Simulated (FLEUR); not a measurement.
Runs of FLEUR MaX-R8.1 (later development tree) on C. Symmetry: Fd-3m, No. 227, cubic system. Conventional cell: a = 3.567 Å, b = 3.567 Å, c = 3.567 Å, α = 90.00°, β = 90.00°, γ = 90.00°. C (site symmetry -43m) is surrounded by 4 C at 1.54 Å. This isn't the form of C at room conditions, which is graphite.

```tsv
task	level	gmax	muffin-tin radii	lmax	max iterations	mixing factor	kmax	gap on the mesh (eV)	V0 of scaled cells (Å³/atom)	B0 (GPa)
band structure	LDA (Moruzzi-Janak-Williams)	16.1 1/bohr	C 1.35 bohr	C 8	60	0.05	5.19 1/bohr	4.10	-	-
band structure	PBE	16.5 1/bohr	C 1.35 bohr	C 8	60	0.05	5.33 1/bohr	4.15	-	-
equation of state	RPBE	16.6 1/bohr	C 1.31 bohr	C 8	-	-	5.34 1/bohr	-	5.78	(b)
equation of state	LDA (Moruzzi-Janak-Williams)	16.6 1/bohr	C 1.31 bohr	C 8	-	-	5.34 1/bohr	-	(a)	465
```

Alike in all rows: potentials or basis all-electron, FLAPW; no spin polarisation; cell as given; k mesh 13 × 13 × 13; smearing fermi-dirac 0.05 eV.

Question: Estimate the missing entries.

Answer: (a) 5.53; (b) 420.

The runs were made with more than one version of the program.
